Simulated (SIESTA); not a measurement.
YN in SIESTA: the effect of functional

The system is YN.

```
Y N
1.0
     0.00000    2.43850    2.43850
     2.43850    0.00000    2.43850
     2.43850    2.43850    0.00000
Y N
1 1
Cartesian
  0.0000 0.0000 0.0000
  2.4385 2.4385 2.4385
```

Alike in all runs:

| Quantity | Value |
| --- | --- |
| Program | SIESTA 5.4.2 |
| Task | band structure |
| Basis | DZP (energy shift 0.003 Ry; two zetas on semicore shells) |
| Grid cutoff | 800 Ry |
| Energy shift | 0.003 Ry |
| k mesh | 9 × 9 × 9 |
| Occupations | fermi-dirac, width 0.05 eV |
| Spin | no spin polarisation |

```csv
functional,potentials or basis,gap on the mesh (eV),pressure (GPa)
PBE,PseudoDojo 0.4 standard (PBE files),?,?
LDA,PseudoDojo 0.4 standard (LDA files),none,-4.2
PBEsol,PseudoDojo 0.4 standard (PBEsol files),none,-0.4
```

Task: What does the run with functional PBE give?

Result: gap on the mesh 0.12 eV; pressure 4.6 GPa.

Caveats: the basis of atomic orbitals isn't converged, which shifts pressures, moduli and gaps.

A k mesh can miss the band edges.

A gap of «none» marks a metal or a gap under the smearing width.
